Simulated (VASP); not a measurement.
FeGe23 (a cell with a defect), 24 atoms in the cell. The cell holds a defect, 24 atoms: a = 12.001 Å, b = 8.001 Å, c = 8.001 Å, α = 60.00°, β = 60.00°, γ = 60.00°. 

| Item | Value |
| --- | --- |
| Program | VASP 6.6.1 |
| Task | single point |
| Functional | PBEsol |
| Potentials or basis | VASP PAW PBE potentials, release 64 (Fe, Ge_d) |
| Cutoff | 350 eV |
| k mesh | 2 × 2 × 2 |
| Occupations | gaussian, width 0.03 eV |
| Spin | no spin polarisation |
| Hubbard terms | Fe d U = 4 eV |
| Dq | 0 |
| Further INCAR settings | LREAL = Auto; ALGO = Normal; EDIFF = 1e-05; NBANDS = 183 |

Potentials or basis: VASP PAW PBE potentials, release 64 (Fe, Ge_d).

Run with:

```console
$ cat potpaw_PBE.64/Fe/POTCAR potpaw_PBE.64/Ge_d/POTCAR > POTCAR
$ mpirun -np 4 vasp_std > vasp.out
```

Hardware: 4 MPI ranks on AMD EPYC 9R45 96-Core Processor (Zen 5), with other jobs on the host.

Problem. How long does it take, and how much memory?

Solution. It took 7.3 min on 4 MPI ranks on AMD EPYC 9R45 96-Core Processor (Zen 5) (shared host), peak memory 0.39 GiB a rank. Counts: scf iterations 38, k points 6.
